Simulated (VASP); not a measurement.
AgBr, 2 atoms in the cell. The structure is cubic, space group Fm-3m (No. 225). Conventional cell: a = 5.671 Å, b = 5.671 Å, c = 5.671 Å, α = 90.00°, β = 90.00°, γ = 90.00°. Ag (site symmetry m-3m) has 6 Br at 2.84 Å as nearest neighbours. Br (site symmetry m-3m) is surrounded by 6 Ag at 2.84 Å. 

| Property | Result |
| --- | --- |
| Program | VASP 6.6.1 |
| Task | relaxation of cell and atoms |
| Functional | PBEsol |
| Potentials or basis | VASP PAW PBE potentials, release 64 (Ag, Br) |
| Cutoff | 600 eV |
| k mesh | 8 × 8 × 8 |
| Occupations | gaussian, width 0.03 eV |
| Spin | no spin polarisation |
| Further INCAR settings | ALGO = Normal; EDIFF = 1e-07; IBRION = 2; EDIFFG = -0.005; NSW = 90; ISIF = 3 |

Potentials or basis: VASP PAW PBE potentials, release 64 (Ag, Br).

Command:

```bash
$ cat potpaw_PBE.64/Ag/POTCAR potpaw_PBE.64/Br/POTCAR > POTCAR
$ mpirun -np 4 vasp_std > vasp.out
```

Hardware: 4 MPI ranks on AMD EPYC 9R45 96-Core Processor (Zen 5), on a shared host.

Task: Estimate the wall time of this run.

Result: Run time: 5.4 s on 4 MPI ranks on AMD EPYC 9R45 96-Core Processor (Zen 5), with other jobs on the host, peak memory 0.17 GiB a rank. Counts: scf iterations 19, k points 29, ion steps 2.
